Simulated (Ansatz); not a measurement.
The system is MgS (Niningerite).

```xyz
2
Lattice="0.0000 2.6016 2.6016 2.6016 0.0000 2.6016 2.6016 2.6016 0.0000" Properties=species:S:1:pos:R:3 pbc="T T T"
S     2.6016    2.6016    2.6016
Mg    0.0000    0.0000    0.0000
```

Program: Ansatz 0.2.0. Alike in all runs: task band structure; potentials or basis Ansatz PAW; no spin polarisation; cell as given; k mesh 9 × 9 × 9; cutoff (eV) 420; smearing fermi-dirac 0.05 eV.

Order these runs on this cell by their pressure, lowest first.
A. level RPBE
B. level PBEsol
C. level LDA
D. level PBE

C (-3.3 GPa), B (-0.9 GPa), D (1.2 GPa), A (3.4 GPa).

Caveats: the PAW data sets come from PBE, with cores solved anew for the run's functional, which leaves a small shift of forces and pressure (some runs).
